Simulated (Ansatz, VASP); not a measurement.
One calculation of ZnSe, two programs

The input INCAR:

```
SYSTEM = ZnSe
PREC = Accurate ; ENCUT = 520
EDIFF = 1E-6 ; ISMEAR = -1
SIGMA = 0.03 ; LREAL = .False.
LASPH = .True. ; NELM = 60
ALGO = Normal ; ISIF = 2
LWAVE = .False. ; LCHARG = .False.
NBANDS = 16
```

KPOINTS

```
regular mesh
0
Gamma
  8 8 8
  0 0 0
```

Contents of POSCAR:

```
ZnSe
1.0
    0.0000000000      2.8338000000      2.7771240000
    2.8338000000      0.0000000000      2.7771240000
    2.8338000000      2.8338000000      0.0000000000
Zn Se
1 1
Direct
    0.0000000000      0.0000000000      0.0000000000
    0.7500000000      0.7500000000      0.7500000000
```

Input for Ansatz:

```yaml
crystal:
  lattice:
    - [0.0, 2.8338, 2.777124]
    - [2.8338, 0.0, 2.777124]
    - [2.8338, 2.8338, 0.0]
  atoms:
    - { symbol: Zn, position: [0.0, 0.0, 0.0] }
    - { symbol: Se, position: [0.75, 0.75, 0.75] }
kpoints:
  mp_grid: { grid: [8, 8, 8] }
  band_path:
    path:
      - [0.0, 0.0, 0.0]
      - [0.0, 0.5, 0.5]
      - [0.25, 0.75, 0.5]
      - [0.0, 0.5, 0.0]
      - [0.0, 0.0, 0.0]
      - [0.5, 0.5, 0.0]
      - [0.3801541025, 0.6198458975, 0.0]
      - [-0.3801541025, 0.3801541025, 0.0]
      - [0.0, 0.0, 0.0]
    npoints: 5
scf:
  occupations: { method: fermi_dirac, width: 0.03 }
hamiltonian:
  xc: lda
  pseudopotentials: { kind: all_electron, lapw: { basis_error: 0.00025 } }
output:
  forces: true
  stress: true
  eigenvalues: true
```

Change from the starting cell: zz strain of -2 %.

Alike in both runs: task single point; functional LDA; k mesh 8 × 8 × 8; occupations fermi-dirac, width 0.03 eV; no spin polarisation.

```csv
,VASP,Ansatz
version,VASP 6.6.1,Ansatz 0.2.0
potentials or method,"VASP PAW LDA potentials, release 64 (Zn, Se)","all-electron LAPW, scalar-relativistic"
plane-wave cutoff (eV),520,see its input
```

|  | VASP | Ansatz | Ansatz less VASP |
| --- | --- | --- | --- |
| pressure (GPa) | -1.9 | -2.2 | -0.31 |
| largest component of the traceless stress (GPa) | 0.51 | 0.51 | +0.004 |

Ansatz ran all-electron here, so the differences hold the error of VASP's frozen core and of both bases.
